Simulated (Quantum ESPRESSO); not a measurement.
Si:

```
CELL_PARAMETERS angstrom
0.00000 2.72185 2.72185
2.72185 0.00000 2.72185
2.72185 2.72185 0.00000
ATOMIC_POSITIONS crystal
Si 0.50000 0.50000 0.50000
Si 0.75000 0.75000 0.75000
```

```yaml
Program: Quantum ESPRESSO 7.5
Task: phonons
Functional: BLYP
Potentials_or_basis: PseudoDojo 0.4.1 SR PBE standard
Cutoff: 490 eV
Density_cutoff: 1959 eV
k_mesh: 8 × 8 × 8, shifted
Occupations: fermi-dirac, width 0.05 eV
Spin: no spin polarisation
Mixing_beta: 0.5
Most_SCF_iterations: 120
SCF_threshold: 4e-10 Ry
```

The first run showed a gap, so the response started from a second, tighter run with fixed occupations.

Question: What is the highest optical frequency at the zone centre?

Answer: 515 cm⁻¹, a mode of symmetry T2g (Raman).

Optical modes at Γ, degenerate ones joined, polar ones without the macroscopic field:
```csv
cm⁻¹,components,symmetry,active in,"IR intensity, summed ((D/Å)²/amu)"
515,3,T2g,Raman,0.00
```

Born effective charge tensors (e):
atom 1, Si
```
0.00 0.00 0.00
0.00 0.00 0.00
0.00 0.00 0.00
```
atom 2, Si
```
0.00 0.00 0.00
0.00 0.00 0.00
0.00 0.00 0.00
```

Caveat: the cell is more than 3 GPa from zero pressure, which shifts response properties.
